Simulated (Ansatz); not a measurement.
Clusters are cut from relaxed bulk ZnO (P6_3mc, 11.78 Å³/atom, gap on the mesh 0.70 eV) and relaxed in a periodic box with vacuum; the excess energy counts from that bulk. Caps count from half an H2 molecule.

These are results of Ansatz, DFT PBEsol, scalar-relativistic, plane waves, PAW, not measurements.

Cutoff 420 eV, Gaussian smearing of 0.05 eV, energies at zero smearing, symmetry of each start kept, no spin polarisation.

```tsv
start	atoms	k mesh	excess energy (eV per host atom)	gap on the mesh (eV)	highest filled level or Fermi level under vacuum (eV)
ZnOH6, sphere cut	8	1×1×1	1.474	4.28	5.80
Zn3O3H14, cube cut	20	1×1×1	0.478	4.86	6.44
```

Each run keeps its start's symmetry and one magnetic start, so lower states can exist.

Cost: 2 runs of about 4.6 core-minutes in all, on Intel Xeon 6975P-C (Granite Rapids) (shared hosts).